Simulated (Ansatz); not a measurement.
Al:

```
Al
1.0
    -1.59122    1.59122    1.59122
     1.59122   -1.59122    1.59122
     1.59122    1.59122   -1.59122
Al
1
Direct
  0.00000 0.00000 0.00000
```

This isn't the form of Al at room conditions, which is fcc.

```yaml
Program: Ansatz 0.2.0
Task: relaxation of cell and atoms
Functional: PBEsol
Potentials_or_basis: Ansatz PAW
Cutoff: "420 eV (not typed: the program's choice for these potentials)"
k_mesh: 12 × 12 × 12
Occupations: fermi-dirac, width 0.05 eV
Spin: no spin polarisation
```

At the start: volume 16.12 Å³/atom.

Problem. How do energy, volume and symmetry change on relaxing?

Solution. It ends after 5 steps and the volume is 16.59 Å³/atom (+2.9 %); space group Im-3m (No. 229, to 0.05 Å).

The path:
| step | energy change (eV) | largest force (eV/Å) | volume (Å³) |
| --- | --- | --- | --- |
| 1 | 0.0000 | 0.0000 | 16.12 |
| 2 | -0.0031 | 0.0000 | 16.58 |
| 3 | -0.0033 | 0.0000 | 16.58 |
| 4 | -0.0032 | 0.0000 | 16.59 |
| 5 | -0.0033 | 0.0000 | 16.59 |

Final structure:
```yaml
crystal:
  lattice:
    - [-1.60664, 1.60664, 1.60664]
    - [1.60664, -1.60664, 1.60664]
    - [1.60664, 1.60664, -1.60664]
  atoms:
    - { symbol: Al, position: [0.00000, 0.00000, 0.00000] }
```

Caveat: the plane-wave basis is chosen anew once the cell has moved, so the energies of steps on either side of that aren't comparable; the PAW data sets come from PBE, with cores solved anew for the run's functional, which leaves a small shift of forces and pressure.
